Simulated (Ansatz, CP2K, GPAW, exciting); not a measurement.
# CdS: programs and potentials compared

```
CELL_PARAMETERS angstrom
4.12455 0.00000 0.00000
2.06228 3.57197 0.00000
2.06228 1.19066 3.36768
ATOMIC_POSITIONS crystal
Cd 0.00000 0.00000 0.00000
S 0.75000 0.75000 0.75000
```

Alike in all runs: task single point; functional PBE; k mesh 8 × 8 × 8; occupations gaussian, width 0.1 eV; no spin polarisation; no spin-orbit coupling. Pressure is positive in compression and, in plane waves, holds the error of the finite cutoff.

| program and potentials | plane-wave cutoff (eV) | notes | band gap (eV) | pressure (GPa) |
| --- | --- | --- | --- | --- |
| CP2K, POTENTIAL_UZH Cd GTH-PBE-q12, S GTH-PBE-q6; TZVP-MOLOPT-PBE-GTH basis | - | atomic basis | 1.14 | 3.43 |
| Ansatz, all-electron LAPW, scalar-relativistic | - | - | ? | ? |
| exciting, all-electron LAPW+lo, shipped species files, valence relativity iora* | - | - | 1.14 | - |
| GPAW, GPAW PAW data sets (gpaw-data 1.2.1) | 600 | - | 1.13 | 2.60 |

Q: Estimate from the other rows what the run with Ansatz, all-electron LAPW, scalar-relativistic gave.

A: Band gap 1.15 eV; pressure 2.88 GPa. The other rows, which needn't bracket it: band gap 1.13 to 1.14; pressure 2.60 to 3.43.
